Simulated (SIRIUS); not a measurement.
## MgS: changing the choice of potentials or basis

It takes space group Fm-3m (No. 225, cubic). Conventional cell: a = 5.203 Å, b = 5.203 Å, c = 5.203 Å, α = 90.00°, β = 90.00°, γ = 90.00°. S (site symmetry m-3m) is surrounded by 6 Mg at 2.60 Å. Mg (site symmetry m-3m) is surrounded by 6 S at 2.60 Å.

Kept alike: task eos task; functional PBE; k mesh 6 × 6 × 6; occupations fermi-dirac, width 0.05 eV; no spin polarisation. Program: SIRIUS. Cutoffs run from 557 to 1152 eV. The mesh is that of the run's cell of 2 atoms. No spin-orbit coupling.

| choice of potentials or basis | volume (Å³/atom) | bulk modulus (GPa) |
| --- | --- | --- |
| JTH 2.0 PBE (PAW) | 17.944 | 76.8 |
| PseudoDojo 0.4.1 PBE standard (scalar relativistic) | 17.902 | 73.9 |
| PseudoDojo 0.5 PBE standard (scalar relativistic) | 17.902 | 73.9 |
| SG15 1.2 PBE (norm-conserving) | 17.872 | 75.1 |

The volume runs from 17.872 (SG15 1.2 PBE (norm-conserving)) to 17.944 Å³/atom (JTH 2.0 PBE (PAW)). The bulk modulus runs from 73.9 (PseudoDojo 0.4.1 PBE standard (scalar relativistic); PseudoDojo 0.5 PBE standard (scalar relativistic)) to 76.8 GPa (JTH 2.0 PBE (PAW)).
